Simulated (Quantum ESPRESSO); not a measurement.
# C in Quantum ESPRESSO: phonons with LDA

Aim: the phonons of C with LDA.

All numbers are computed with Quantum ESPRESSO 7.5; they aren't measurements. Logs are shortened: lines on timing, memory, paths and dates and some standing lists are left out, and cuts for length are marked.

### 1 The slab as given

The cell holds a slab with vacuum, 2 atoms: a = 2.460 Å, b = 2.460 Å, c = 14.000 Å, α = 90.00°, β = 90.00°, γ = 120.00°.

The cell was built by a generator and needn't be a form met in nature.

### 2 Phonons, LDA

pw.in

```
&CONTROL
  calculation = 'scf'
  prefix = 'pwscf'
  outdir = './tmp'
  pseudo_dir = './pseudo'
  tprnfor = .true.
  tstress = .true.
  disk_io = 'low'
/
&SYSTEM
  ibrav = 0
  celldm(1) = 8
  nat = 2
  ntyp = 1
  ecutwfc = 82
  nbnd = 9
  occupations = 'smearing'
  smearing = 'gaussian'
  degauss = 0.0110248
/
&ELECTRONS
  conv_thr = 4d-10
  electron_maxstep = 120
  mixing_beta = 0.5
/
ATOMIC_SPECIES
C     12.0110 C.upf
CELL_PARAMETERS alat
  0.5810907833224   0.0000000000000   0.0000000000000
 -0.2905453916612   0.5032393802622   0.0000000000000
  0.0000000000000   0.0000000000000   3.3070207180951
ATOMIC_POSITIONS crystal
C      0.3333333333    0.6666666667    0.5000000000
C      0.6666666667    0.3333333333    0.5000000000
K_POINTS automatic
30 30 1 0 0 0
```

scf2.in

```
&CONTROL
  calculation = 'scf'
  prefix = 'pwscf'
  outdir = './tmp'
  pseudo_dir = './pseudo'
  tprnfor = .true.
  tstress = .true.
  disk_io = 'low'
/
&SYSTEM
  ibrav = 0
  celldm(1) = 8
  nat = 2
  ntyp = 1
  ecutwfc = 82
  nbnd = 9
  occupations = 'smearing'
  smearing = 'gaussian'
  degauss = 0.0110248
/
&ELECTRONS
  conv_thr = 1d-13
  electron_maxstep = 120
  mixing_beta = 0.5
  startingpot = 'file'
  startingwfc = 'file'
/
ATOMIC_SPECIES
C     12.0110 C.upf
CELL_PARAMETERS alat
  0.5810907833224   0.0000000000000   0.0000000000000
 -0.2905453916612   0.5032393802622   0.0000000000000
  0.0000000000000   0.0000000000000   3.3070207180951
ATOMIC_POSITIONS crystal
C      0.3333333333    0.6666666667    0.5000000000
C      0.6666666667    0.3333333333    0.5000000000
K_POINTS automatic
30 30 1 0 0 0
```

ph.in

```
phonons of C
&INPUTPH
  prefix = 'pwscf'
  outdir = './tmp'
  tr2_ph = 1d-18
  fildyn = 'dyn'
  niter_ph = 90
  alpha_mix(1) = 0.4
/
0.0000000000 0.0000000000 0.0000000000
```

dynmat.in

```
&INPUT
  fildyn = 'dyn'
  asr = 'crystal'
  filout = 'dynmat.disp'
  fileig = 'dynmat.eig'
/
```

Potentials or basis: PseudoDojo 0.4.1 SR LDA standard.

On the command line:

```console
OMP_NUM_THREADS=1 mpirun -n 4 pw.x -nk 4 -in pw.in > pw.out
OMP_NUM_THREADS=1 mpirun -n 4 pw.x -nk 4 -in scf2.in > scf2.out
OMP_NUM_THREADS=1 mpirun -n 4 ph.x -nk 4 -in ph.in > ph.out
OMP_NUM_THREADS=1 mpirun -n 1 dynmat.x -in dynmat.in > dynmat.out
```

pw.out:

```text
This program is part of the open-source Quantum ESPRESSO suite
     for quantum simulation of materials; please cite
         "P. Giannozzi et al., J. Phys.:Condens. Matter 21 395502 (2009);
         "P. Giannozzi et al., J. Phys.:Condens. Matter 29 465901 (2017);
         "P. Giannozzi et al., J. Chem. Phys. 152 154105 (2020);
     in publications or presentations arising from this work. More details at

     Message from routine setup:
     using ibrav=0 with symmetry is DISCOURAGED, use correct ibrav instead

     K-points division:     npool     =       4
     Subspace diagonalization in iterative solution of the eigenvalue problem:
     a serial algorithm will be used

     G-vector sticks info
     --------------------
     sticks:   dense  smooth     PW     G-vecs:    dense   smooth      PW
     Sum         499     499    151                49791    49791    8333

     Using Slab Decomposition

     bravais-lattice index     =            0
     lattice parameter (alat)  =       8.0000  a.u.
     unit-cell volume          =     495.1371 (a.u.)^3
     number of atoms/cell      =            2
     number of atomic types    =            1
     number of electrons       =         8.00
     number of Kohn-Sham states=            9
     kinetic-energy cutoff     =      82.0000  Ry
     charge density cutoff     =     328.0000  Ry
     scf convergence threshold =      4.0E-10
     mixing beta               =       0.5000
     number of iterations used =            8  plain     mixing
     Exchange-correlation= SLA  PW   NOGX NOGC
                           (   1   4   0   0   0   0   0)

     celldm(1)=   8.000000  celldm(2)=   0.000000  celldm(3)=   0.000000
     celldm(4)=   0.000000  celldm(5)=   0.000000  celldm(6)=   0.000000

     crystal axes: (cart. coord. in units of alat)
               a(1) = (   0.581091   0.000000   0.000000 )
               a(2) = (  -0.290545   0.503239   0.000000 )
               a(3) = (   0.000000   0.000000   3.307021 )

     reciprocal axes: (cart. coord. in units 2 pi/alat)
               b(1) = (  1.720901  0.993563 -0.000000 )
               b(2) = (  0.000000  1.987126  0.000000 )
               b(3) = (  0.000000 -0.000000  0.302387 )

     PseudoPot. # 1 for C  read from file:
     C.upf
     Pseudo is Norm-conserving + core correction, Zval =  4.0
     Generated using ONCVPSP code by D. R. Hamann
     Using radial grid of 1234 points,  4 beta functions with:
                l(1) =   0
                l(2) =   0
                l(3) =   1
                l(4) =   1

     atomic species   valence    mass     pseudopotential
     C                 4.00    12.01100     C ( 1.00)

     24 Sym. Ops., with inversion, found

   Cartesian axes

     site n.     atom                  positions (alat units)
         1        C      tau(   1) = (  -0.0000000   0.3354929   1.6535104  )
         2        C      tau(   2) = (   0.2905454   0.1677465   1.6535104  )

     number of k points=    91  Gaussian smearing, width (Ry)=  0.0110
                       cart. coord. in units 2pi/alat
        k(    1) = (   0.0000000   0.0000000   0.0000000), wk =   0.0022222
        k(    2) = (   0.0000000   0.0662375   0.0000000), wk =   0.0133333
        k(    3) = (   0.0000000   0.1324751   0.0000000), wk =   0.0133333
        k(    4) = (   0.0000000   0.1987126   0.0000000), wk =   0.0133333
        k(    5) = (   0.0000000   0.2649501   0.0000000), wk =   0.0133333
        k(    6) = (   0.0000000   0.3311876   0.0000000), wk =   0.0133333
[... 83 lines left out ...]
        k(   90) = (   0.5162704   0.9604442   0.0000000), wk =   0.0266667
        k(   91) = (   0.5736338   0.9935629   0.0000000), wk =   0.0044444

     Dense  grid:    49791 G-vectors     FFT dimensions: (  27,  27, 160)

     Initial potential from superposition of free atoms

     starting charge       7.9999, renormalised to       8.0000

     negative rho (up, down):  1.268E-05 0.000E+00
     Starting wfcs are    8 randomized atomic wfcs +    1 random wfcs

     Self-consistent Calculation

     iteration #  1     ecut=    82.00 Ry     beta= 0.50
     Davidson diagonalization with overlap
     ethr =  1.00E-02,  avg # of iterations =  7.6

     negative rho (up, down):  4.713E-06 0.000E+00

     total energy              =     -24.11161586 Ry
     estimated scf accuracy    <       0.21224196 Ry

     iteration #  2     ecut=    82.00 Ry     beta= 0.50
     Davidson diagonalization with overlap
     ethr =  2.65E-03,  avg # of iterations =  2.7

     negative rho (up, down):  9.446E-07 0.000E+00

     total energy              =     -24.12011089 Ry
     estimated scf accuracy    <       0.01723769 Ry

     iteration #  3     ecut=    82.00 Ry     beta= 0.50
     Davidson diagonalization with overlap
     ethr =  2.15E-04,  avg # of iterations =  6.4

     negative rho (up, down):  2.041E-08 0.000E+00

     total energy              =     -24.12313660 Ry
     estimated scf accuracy    <       0.00055921 Ry

     iteration #  4     ecut=    82.00 Ry     beta= 0.50
     Davidson diagonalization with overlap
     c_bands:  1 eigenvalues not converged
     ethr =  6.99E-06,  avg # of iterations =  6.0

     total energy              =     -24.12316969 Ry
     estimated scf accuracy    <       0.00006472 Ry

     iteration #  5     ecut=    82.00 Ry     beta= 0.50
     Davidson diagonalization with overlap
     c_bands:  1 eigenvalues not converged
     ethr =  8.09E-07,  avg # of iterations =  4.0

     total energy              =     -24.12318464 Ry
     estimated scf accuracy    <       0.00000142 Ry

     iteration #  6     ecut=    82.00 Ry     beta= 0.50
     Davidson diagonalization with overlap
     ethr =  1.77E-08,  avg # of iterations =  2.4

     total energy              =     -24.12318501 Ry
     estimated scf accuracy    <          9.3E-09 Ry

     iteration #  7     ecut=    82.00 Ry     beta= 0.50
     Davidson diagonalization with overlap
     ethr =  1.16E-10,  avg # of iterations =  3.5

     total energy              =     -24.12318502 Ry
     estimated scf accuracy    <          1.2E-09 Ry

     iteration #  8     ecut=    82.00 Ry     beta= 0.50
     Davidson diagonalization with overlap
     ethr =  1.45E-11,  avg # of iterations =  1.9

     End of self-consistent calculation

          k = 0.0000 0.0000 0.0000 (  6221 PWs)   bands (ev):

   -21.1730  -9.5015  -4.8240  -4.8240   1.5780   2.6684   3.2636   5.4048
     6.5918

          k = 0.0000 0.0662 0.0000 (  6239 PWs)   bands (ev):

   -21.1468  -9.4698  -4.9307  -4.8822   1.6136   2.7044   3.2999   5.4403
     6.3639

          k = 0.0000 0.1325 0.0000 (  6235 PWs)   bands (ev):

   -21.0683  -9.3747  -5.2404  -5.0489   1.7204   2.8122   3.4091   5.5470
     6.4522

          k = 0.0000 0.1987 0.0000 (  6241 PWs)   bands (ev):

   -20.9376  -9.2168  -5.7256  -5.3033   1.8983   2.9917   3.5911   5.7245
     6.5689

          k = 0.0000 0.2650 0.0000 (  6255 PWs)   bands (ev):

   -20.7549  -8.9966  -6.3507  -5.6187   2.1474   3.2427   3.8459   5.9722
     6.6291

          k = 0.0000 0.3312 0.0000 (  6223 PWs)   bands (ev):

   -20.5206  -8.7151  -7.0795  -5.9688   2.4676   3.5645   4.1735   6.2879
     6.6145

          k = 0.0000 0.3974 0.0000 (  6232 PWs)   bands (ev):

   -20.2351  -8.3739  -7.8801  -6.3310   2.8587   3.9556   4.5736   6.5508
     6.6062

          k = 0.0000 0.4637 0.0000 (  6200 PWs)   bands (ev):

   -19.8988  -8.7264  -7.9752  -6.6873   3.3202   4.4099   5.0459   5.9002
     6.4559

          k = 0.0000 0.5299 0.0000 (  6198 PWs)   bands (ev):

   -19.5126  -9.5975  -7.5221  -7.0241   3.8517   4.7813   5.1665   5.5882
     6.3472

          k = 0.0000 0.5961 0.0000 (  6186 PWs)   bands (ev):

   -19.0774 -10.4771  -7.3310  -7.0191   4.0239   4.4517   5.6019   6.1366
     6.3016

          k = 0.0000 0.6624 0.0000 (  6204 PWs)   bands (ev):

   -18.5944 -11.3520  -7.6006  -6.4739   3.1038   5.1164   6.1069   6.2647
     6.9165

          k = 0.0000 0.7286 0.0000 (  6192 PWs)   bands (ev):

   -18.0656 -12.2118  -7.8274  -5.8986   2.1981   5.7929   6.0736   7.0024
     7.6761

          k = 0.0000 0.7949 0.0000 (  6214 PWs)   bands (ev):

   -17.4940 -13.0466  -8.0073  -5.3157   1.3459   5.8906   6.7009   7.8063
     8.5106

          k = 0.0000 0.8611 0.0000 (  6214 PWs)   bands (ev):

   -16.8870 -13.8448  -8.1377  -4.7688   0.6005   5.8398   7.5620   8.6703
     9.4174

          k = 0.0000 0.9273 0.0000 (  6212 PWs)   bands (ev):

   -16.2713 -14.5764  -8.2166  -4.3435   0.0538   5.8047   8.4918   9.5821
    10.3937

          k = 0.0000-0.9936 0.0000 (  6234 PWs)   bands (ev):

   -15.8716 -15.0149  -8.2430  -4.1743  -0.1562   5.7927   9.4377   9.5227
    10.3666

          k = 0.0574 0.0994 0.0000 (  6227 PWs)   bands (ev):

   -21.0945  -9.4064  -5.1349  -4.9987   1.6848   2.7763   3.3727   5.5114
     6.4243

          k = 0.0574 0.1656 0.0000 (  6243 PWs)   bands (ev):

   -20.9899  -9.2799  -5.5227  -5.2190   1.8271   2.9200   3.5183   5.6535
     6.5375

          k = 0.0574 0.2318 0.0000 (  6243 PWs)   bands (ev):

   -20.8332  -9.0908  -6.0666  -5.5153   2.0407   3.1352   3.7367   5.8663
     6.6577

          k = 0.0574 0.2981 0.0000 (  6245 PWs)   bands (ev):

   -20.6247  -8.8399  -6.7334  -5.8584   2.3254   3.4217   4.0280   6.1486
     6.7050

          k = 0.0574 0.3643 0.0000 (  6225 PWs)   bands (ev):

   -20.3648  -8.5285  -7.4898  -6.2230   2.6811   3.7784   4.3919   6.4928
     6.6811

          k = 0.0574 0.4305 0.0000 (  6216 PWs)   bands (ev):

   -20.0539  -8.3070  -8.1585  -6.5887   3.1075   4.2028   4.8284   6.2824
     6.6098

          k = 0.0574 0.4968 0.0000 (  6202 PWs)   bands (ev):

   -19.6927  -9.1611  -7.7322  -6.9399   3.6042   4.6738   5.3365   5.4476
     6.5115

          k = 0.0574 0.5630 0.0000 (  6198 PWs)   bands (ev):

   -19.2819 -10.0331  -7.2650  -7.2537   4.1703   4.4501   5.3315   5.9112
     6.4067

          k = 0.0574 0.6293 0.0000 (  6195 PWs)   bands (ev):

   -18.8228 -10.9079  -7.5556  -6.7287   3.5486   4.8041   5.9457   6.2601
     6.6011

          k = 0.0574 0.6955 0.0000 (  6194 PWs)   bands (ev):

   -18.3168 -11.7737  -7.8053  -6.1666   2.6347   5.4974   6.1804   6.6476
     7.3141

          k = 0.0574 0.7617 0.0000 (  6208 PWs)   bands (ev):

   -17.7664 -12.6201  -8.0097  -5.5837   1.7541   6.0116   6.3497   7.4180
     8.1115

          k = 0.0574 0.8280 0.0000 (  6205 PWs)   bands (ev):

   -17.1761 -13.4368  -8.1655  -5.0111   0.9493   5.9807   7.1479   8.2508
     8.9822

          k = 0.0574 0.8942 0.0000 (  6211 PWs)   bands (ev):

   -16.5587 -14.2072  -8.2705  -4.5101   0.2895   5.9364   8.0444   9.1371
     9.9244

          k = 0.0574 0.9604 0.0000 (  6226 PWs)   bands (ev):
[... 261 lines left out ...]
   -16.3180 -12.8879 -11.0173  -3.9796   0.3443   8.3514   8.7899  10.1170
    10.3005

          k = 0.4015 0.8942 0.0000 (  6210 PWs)   bands (ev):

   -15.7261 -13.5440 -11.1852  -3.4371  -0.2544   9.0257   9.2093  10.0864
    11.2044

          k = 0.4015 0.9604 0.0000 (  6195 PWs)   bands (ev):

   -15.1833 -14.1252 -11.2641  -3.0585  -0.6618   9.0921   9.9848  10.1531
    10.9637

          k = 0.4589 0.7949 0.0000 (  6195 PWs)   bands (ev):

   -16.3411 -12.6609 -11.2565  -3.9839   0.3853   8.3171   8.7198  10.2301
    10.6868

          k = 0.4589 0.8611 0.0000 (  6203 PWs)   bands (ev):

   -15.7653 -13.1625 -11.6075  -3.4058  -0.2235   8.8645   9.1432  10.8929
    11.1432

          k = 0.4589 0.9273 0.0000 (  6199 PWs)   bands (ev):

   -15.1886 -13.7210 -11.7947  -2.8924  -0.7547   8.8610   9.9844  10.8432
    11.4282

          k = 0.4589 0.9936 0.0000 (  6202 PWs)   bands (ev):

   -14.8154 -14.0933 -11.8523  -2.6459  -1.0071   8.8454  10.7020  10.7166
    11.0397

          k = 0.5163 0.8942 0.0000 (  6189 PWs)   bands (ev):

   -15.1971 -13.5045 -12.0473  -2.8341  -0.7864   8.7784   9.9527  11.2884
    11.4860

          k = 0.5163 0.9604 0.0000 (  6202 PWs)   bands (ev):

   -14.6676 -13.9201 -12.2698  -2.3443  -1.2703   8.7008  10.7020  11.1882
    11.5171

          k = 0.5736 0.9936 0.0000 (  6183 PWs)   bands (ev):

   -14.2239 -14.2239 -12.4613  -1.8014  -1.8014   8.6394  11.1365  11.1365
    11.6047

     the Fermi energy is    -1.8014 ev

!    total energy              =     -24.12318502 Ry
     estimated scf accuracy    <          3.9E-11 Ry
     smearing contrib. (-TS)   =      -0.00002765 Ry
     internal energy E=F+TS    =     -24.12315738 Ry

     The total energy is F=E-TS. E is the sum of the following terms:
     one-electron contribution =    -144.37780435 Ry
     hartree contribution      =      73.68073409 Ry
     xc contribution           =      -8.54728387 Ry
     ewald contribution        =      55.12119675 Ry

     convergence has been achieved in   8 iterations

     Forces acting on atoms (cartesian axes, Ry/au):

     atom    1 type  1   force =     0.00000000    0.00000000    0.00000000
     atom    2 type  1   force =    -0.00000000   -0.00000000    0.00000000

     Total force =     0.000000     Total SCF correction =     0.000000

     Computing stress (Cartesian axis) and pressure

          total   stress  (Ry/bohr**3)                   (kbar)     P=       -9.85
  -0.00009911   0.00000000  -0.00000000          -14.58        0.00       -0.00
   0.00000000  -0.00009911  -0.00000000            0.00      -14.58       -0.00
   0.00000000   0.00000000  -0.00000266            0.00        0.00       -0.39

=------------------------------------------------------------------------------=
   JOB DONE.
=------------------------------------------------------------------------------=
```

It took 6.9 min on 4 MPI ranks of AMD EPYC, shared host; peak memory 0.44 GiB.

Results:

- Free energy: -328.2127 eV
- Band gap on the k mesh: none (metal or under the smearing width)
- Highest phonon frequency at Γ: 1560 cm⁻¹

Stress tensor (GPa, compression positive):
```
-1.46  0.00  0.00
 0.00 -1.46  0.00
 0.00  0.00 -0.04
```

Phonon frequencies in cm⁻¹ (negative: imaginary):
```
              q point          frequencies
(0.000, 0.000, 0.000)  0 1 1 897 1560 1560
```

Optical modes at Γ, degenerate ones joined:
```csv
cm⁻¹,components,symmetry,active in
897,1,B1g,silent
1560,2,E2g,Raman
```

Caveat: the mesh is thin for the phonons of a metal.
